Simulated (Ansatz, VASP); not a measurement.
One calculation of Si, two programs

INCAR

```
SYSTEM = Si
PREC = Accurate
ENCUT = 600
EDIFF = 1E-6
ISMEAR = 0
SIGMA = 0.01
LREAL = .FALSE.
LASPH = .TRUE.
NELM = 60
ALGO = Normal
ISIF = 3
LWAVE = .FALSE.
LCHARG = .FALSE.
GGA = CA
IBRION = 2
NSW = 80
EDIFFG = -0.001
```

The input KPOINTS:

```
regular mesh
0
G
  12 12 12
  0 0 0
```

The input POSCAR:

```
Si
1.0
    0.0000000000      2.7008304895      2.7008304895
    2.7008304895      0.0000000000      2.7008304895
    2.7008304895      2.7008304895      0.0000000000
Si
2
Direct
    0.5000000000      0.5000000000      0.5000000000
    0.7500000000      0.7500000000      0.7500000000
```

Input for Ansatz:

```yaml
crystal:
  lattice:
    - [0.0, 2.7008304894, 2.7008304894]
    - [2.7008304894, 0.0, 2.7008304894]
    - [2.7008304894, 2.7008304894, 0.0]
  atoms:
    - { symbol: Si, position: [0.5, 0.5, 0.5] }
    - { symbol: Si, position: [0.75, 0.75, 0.75] }
basis:
  ecutwfc: 420
kpoints:
  mp_grid: { grid: [12, 12, 12] }
hamiltonian:
  xc: lda
  pseudopotentials: { kind: paw, azcp: { folder: soft_1 } }
scf:
  occupations: { method: fixed }
output:
  forces: true
  stress: true
  eigenvalues: true
relax:
  adjacent_minimum: "off"
  f_tol: 0.001
  max_steps: 60
  cell: { stress_tol: 0.01 }
```

Alike in both runs: task relaxation of cell and atoms; functional LDA; k mesh 12 × 12 × 12; no spin polarisation.

|  | VASP | Ansatz |
| --- | --- | --- |
| version | VASP 6.6.1 | Ansatz 0.2.0 |
| potentials or method | VASP PAW LDA potentials, release 64 (Si) | scalar-relativistic, plane waves, PAW |
| plane-wave cutoff (eV) | 600 | 420 |
| occupations | gaussian, width 0.01 eV | fixed |
| valence electrons in the cell | 8 | 8 |

```tsv
	VASP	Ansatz	Ansatz less VASP
gap on the k mesh at the Fermi level, each at its own relaxed structure (eV)	0.44	0.44	+0.002
relaxed volume (Å³/atom)	19.72	19.70	-0.014
relaxed cell length with the largest relative difference (Å)	3.820	3.820	-0.0009
```

Ansatz warned: «pseudo_functional_mismatch».
